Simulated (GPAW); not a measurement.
# 1T-CrO2 monolayer: work function by functional and basis, part 2 of 2

Aim: the work function of both faces of 1T-CrO2 monolayer, and its spread over functionals and bases.

GPAW 26.7.0; GPAW, PAW setups; layer in a repeated cell with vacuum, relaxation of atoms and in-plane cell (the session's first sound run).

So far, upper work function (eV): step 3 (the slab's potential, PBE, GPAW) 7.19; step 5 (OptPBE vdW: xc = "optPBE-vdW", GPAW, PAW setups, GPAW) 7.47; step 6 (self-consistent run: xc = "vdW-DF2", GPAW, PAW setups, GPAW) 7.76; step 7 (self-consistent run: xc = "LDA") 7.40; step 8 (self-consistent run: xc = "revPBE") 7.08.

## Step 9: Real-space grid: mode = "fd"

Level of this step: GPAW, PAW setups; slab in vacuum (GPAW).

A real-space grid is a second complete basis, so it checks the plane-wave result.

The input, run.py:

```python
import json
import numpy as np
from ase import Atoms
from gpaw import GPAW

slab = Atoms(
    ['O', 'Cr', 'O'],
    positions=[
        [1.43331, 0.82752, 7.00000],
        [0.00000, -0.00000, 7.98292],
        [0.00000, 1.65504, 8.96584]],
    cell=[[2.86661, 0.0, 0.0], [-1.43331, 2.48256, 0.0], [0.0, 0.0, 15.9658]],
    pbc=[True, True, False],
    magmoms=[0.0, 3.0, 0.0])

slab.calc = GPAW(mode='fd', h=0.18, xc='PBE', kpts={'size': (12, 12, 1), 'gamma': True},
                 occupations={'name': 'fermi-dirac', 'width': 0.05}, nbands='160%',
                 convergence={'density': 1e-05}, maxiter=200,
                 poissonsolver={'dipolelayer': 'xy'},
                 symmetry={'tolerance': 1e-3}, txt='slab.txt')
result = {}
energy = slab.get_potential_energy()
fermi = slab.calc.get_fermi_level()
v = slab.calc.get_electrostatic_potential().mean((0, 1)) - fermi
n = slab.calc.get_pseudo_density().mean((0, 1))
L = slab.cell[2, 2]
z = np.arange(len(v)) * L / len(v)
low, high = slab.positions[:, 2].min(), slab.positions[:, 2].max()
below, above = np.interp([low - 4.8, high + 4.8], z, v)
slopes = [np.interp(x, z, np.gradient(v, z)) for x in (low - 4.8, high + 4.8)]
eps = np.array([[slab.calc.get_eigenvalues(k, s) for k in range(len(slab.calc.get_ibz_k_points()))]
                for s in range(slab.calc.get_number_of_spins())]) - fermi
top, bottom = eps[eps < 0].max(), eps[eps > 0].min()
dipole = slab.get_dipole_moment()[2]
print(f'energy {energy:.4f} eV, Fermi level {fermi:.4f} eV, dipole {dipole:.5f} e A')
print(f'potential 4.8 A off the faces, from the Fermi level: lower {below:.4f} eV, upper {above:.4f} eV')
print(f'slope of the potential there: lower {slopes[0]:.5f}, upper {slopes[1]:.5f} eV/A')
print(f'nearest levels on the mesh: {top:.4f} and {bottom:.4f} eV')
print('magnetic moment', round(slab.get_magnetic_moment(), 3))
result.update(energy=energy, fermi=fermi, dipole=dipole, below=below, above=above, slopes=slopes, edges=[top, bottom],
              z=z.tolist(), v=v.tolist(), n=n.tolist(), positions=slab.positions.tolist(),
              forces=slab.get_forces(apply_constraint=False).tolist(), moments=slab.get_magnetic_moments().tolist())
json.dump(result, open('result.json', 'w'))
```

The run is started by

```bash
$ OMP_NUM_THREADS=1 OPENBLAS_NUM_THREADS=1 python run.py
```

The program printed:

```text
energy -25.5106 eV, Fermi level -7.2237 eV, dipole 0.00030 e A
potential 4.8 A off the faces, from the Fermi level: lower 7.2278 eV, upper 7.2196 eV
slope of the potential there: lower -0.00000, upper 0.00000 eV/A
nearest levels on the mesh: -0.0464 and 0.0030 eV
magnetic moment 2.0
```

Run time: 2.8 min. Hardware: 1 thread of Intel Xeon Platinum 8488C (Sapphire Rapids), shared host; peak memory 0.3 GiB.

This step gave:

- dipole along the normal: 2.98e-4 e·Å
- levels nearest the Fermi level on the mesh: -0.04643, 0.003021 eV from the Fermi level
- upper work function: 7.220 eV
- lower work function: 7.228 eV
- site moments: -0.04279, 2.028, -0.04279 μB
- sum of the site moments: 1.943 μB

The upper face's work function is 7.220 eV, against 7.194 eV in the first plane-wave PBE run at this geometry.

## Step 10: Atomic orbitals: mode = "lcao"

Atom-centred orbitals end a few angstrom from the surface, which tests how much the density's tail matters.

run.py: that of step 9 with these lines changed.

```diff
@@ -15,4 +15,4 @@
 
-slab.calc = GPAW(mode='fd', h=0.18, xc='PBE', kpts={'size': (12, 12, 1), 'gamma': True},
-                 occupations={'name': 'fermi-dirac', 'width': 0.05}, nbands='160%',
+slab.calc = GPAW(mode='lcao', basis='dzp', h=0.18, xc='PBE', kpts={'size': (12, 12, 1), 'gamma': True},
+                 occupations={'name': 'fermi-dirac', 'width': 0.05}, nbands='120%',
                  convergence={'density': 1e-05}, maxiter=200,
```

The program printed:

```text
energy -22.3728 eV, Fermi level -7.1110 eV, dipole 0.00030 e A
potential 4.8 A off the faces, from the Fermi level: lower 7.1151 eV, upper 7.1068 eV
slope of the potential there: lower -0.00000, upper -0.00000 eV/A
nearest levels on the mesh: -0.0166 and 0.0108 eV
magnetic moment 2.0
```

Run time: 58 s. Hardware: 1 thread; peak memory 0.18 GiB.

This step gave:

| Quantity | Value |
| --- | --- |
| dipole along the normal | 3.00e-4 e·Å |
| levels nearest the Fermi level on the mesh | -0.01656, 0.01083 eV from the Fermi level |
| upper work function | 7.107 eV |
| lower work function | 7.115 eV |
| site moments | -0.04418, 1.986, -0.04418 μB |
| sum of the site moments | 1.897 μB |

The upper face's work function is 7.107 eV, against 7.194 eV in the first plane-wave PBE run at this geometry.

## Step 11: The ladder

Times are for 1 thread of Intel Xeon Platinum 8488C (Sapphire Rapids), shared host. Results by setting:

```csv
no.,run,upper work function (eV),lower work function (eV),time,memory (GiB)
1,pw,7.194,7.202,32 s,0.21
2,RPBE,7.083,7.091,30 s,0.21
3,optPBE vdW,7.474,7.482,41 s,0.32
4,vdW DF2,7.763,7.771,38 s,0.31
5,LDA,7.401,7.409,29 s,0.2
6,revPBE,7.081,7.089,31 s,0.21
7,fd,7.220,7.228,2.8 min,0.3
8,lcao,7.107,7.115,58 s,0.18
```

## Step 12: Side by side

Results and costs are gathered.

This step: comparison of work functions, dipole and cost (GPAW 26.7.0).

Ladder, by row:

```csv
step,code,"work function, upper (eV)","work function, lower (eV)",dipole (e Å),wall time (s),peak memory (GiB),threads
pw,GPAW,7.194,7.202,3.89e-4,32.49,0.21,1
RPBE,GPAW,7.083,7.091,3.89e-4,30.49,0.21,1
optPBE-vdW,GPAW,7.474,7.482,3.88e-4,40.98,0.32,1
vdW-DF2,GPAW,7.763,7.771,3.87e-4,37.6,0.31,1
LDA,GPAW,7.401,7.409,3.91e-4,29.45,0.2,1
revPBE,GPAW,7.081,7.089,3.89e-4,31.47,0.21,1
fd,GPAW,7.22,7.228,2.98e-4,166.7,0.3,1
lcao,GPAW,7.107,7.115,3.00e-4,57.98,0.18,1
```

## Step 13: What came out

```yaml
work_function_upper_and_lower_face: 7.194 and 7.202 eV
dipole_along_the_normal: 3.9e-4 e Å
```

**Reading.** With plane waves and PBE the work function is 7.19 eV on the upper face and 7.20 eV on the lower. Over the sound runs of the table the upper face's work function spans 7.081 (revPBE) to 7.763 eV (vdW-DF2). The small printed dipole stands for a step of -9.9 meV from the lower to the upper face, and the probes find -8.3 meV; values this small are near the numerical noise of both. One magnetic start was tried; another order may lie lower. The layer's cell and atoms come from the relaxation; spin-orbit coupling and temperature are left out.

[Logs are printed without paths, hosts, clocks, repeated set-up lines and the standing remarks that a program may print on its own settings, such as how far it seeks lower states.]

[Hosts, paths, dates, database ids (printed as entryN), source tags and the programs' standing remarks are cut or masked in the printed files.]
